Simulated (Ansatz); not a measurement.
# rocksalt-structured BaO

**What was measured.** A printed reference work, textbook reports, for a bulk crystal of BaO: lattice constant a 5.539 Å.

The results are compared with them further down.

The computed numbers are results of PBE, scalar-relativistic (no spin polarisation) in the plane-wave PAW code Ansatz at 420 eV, 10×10×10 k-mesh, Gaussian smearing of 0.05 eV. The datasets are Ansatz's generated set soft_2.

```xyz
2
Lattice="0.0000 2.7868 2.7868 2.7868 0.0000 2.7868 2.7868 2.7868 0.0000" Properties=species:S:1:pos:R:3 pbc="T T T"
Ba    2.7868    2.7868    2.7868
O     0.0000    0.0000    0.0000
```

The compound is reported in the structure type of the start.

The cell above was scaled in volume, its shape and atoms being fixed by the lattice's symmetry. Energies are counted from the cell above.

The cell is relaxed to zero pressure at this level.

```tsv
V (Å³/atom)	ΔE (meV/atom)	P (GPa)	gap on the mesh (eV)
20.45	15.7	4.4	1.91
20.78	8.0	3.1	1.97
21.21	1.9	1.5	2.04
21.64	0.0	0.0	2.10
22.08	1.8	-1.3	2.16
22.51	6.9	-2.5	2.21
23.16	?	?	?
23.81	39.1	-5.3	2.35
```

Problem. Fill in the withheld row.

Solution. ΔE (meV/atom): 20.1, P (GPa): -4.0, gap on the mesh (eV): 2.29.

Problem. What do the points give for the equilibrium volume, the bulk modulus and its pressure derivative (third-order Birch–Murnaghan)?

Solution. V0 = 21.64 Å³/atom, B0 = 69 GPa, B0′ = 4.6.

B0·V0 = 69.1 GPa × 21.64 Å³ = 9.34 eV/atom sets the scale: near the minimum ΔE ≈ ½ B0 V0 x², with x = V/V0 − 1, and a pressure of 0.7 GPa squeezes the volume by about 1 %. At the ends of the curve: x = −5.5 % predicts 14.1 meV/atom and the run gives 15.7; x = +10.0 % predicts 46.7 meV/atom and the run gives 39.1. The curve is steeper than the parabola on the compressed side and flatter on the expanded side: the bulk modulus rises with pressure.

**Against experiment.** Measured lattice constant a of BaO: 5.539 Å (a printed reference work, textbook). This calculation gives 5.574 Å (+0.6 %). The calculation is for a static lattice, without zero-point motion or thermal expansion.

Semilocal functionals underestimate band gaps, commonly by a third or more. These numbers lack spin–orbit coupling.
